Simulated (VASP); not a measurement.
Ba, 1 atom in the cell. The structure is cubic, space group Im-3m (No. 229). The conventional cell has a = 5.025 Å, b = 5.025 Å, c = 5.025 Å, α = 90.00°, β = 90.00°, γ = 90.00°. Around Ba (site symmetry m-3m) lie 8 Ba at 4.35 Å. 

* Program: VASP 6.6.1
* Task: relaxation of cell and atoms
* Functional: PBE
* Dispersion: D3(BJ)
* Potentials or basis: VASP PAW PBE potentials, release 64 (Ba_sv)
* Cutoff: 600 eV
* k mesh: 12 × 12 × 12
* Occupations: gaussian, width 0.1 eV
* Spin: no spin polarisation
* Further INCAR settings: ALGO = Normal; EDIFF = 1e-07; IBRION = 2; EDIFFG = -0.005; NSW = 90; ISIF = 3

Potentials or basis: VASP PAW PBE potentials, release 64 (Ba_sv).

Command:

```sh
$ cat potpaw_PBE.64/Ba_sv/POTCAR > POTCAR
$ mpirun -np 1 vasp_std > vasp.out
```

Hardware: 1 thread of AMD EPYC 9R45 (Zen 5) (shared host).

**Question.** Estimate the wall time of this run.

**Answer.** It took 59 s on 1 thread of AMD EPYC 9R45 (Zen 5), with other jobs on the host, peak memory 0.21 GiB. Counts: scf iterations 27, k points 72, ion steps 3.
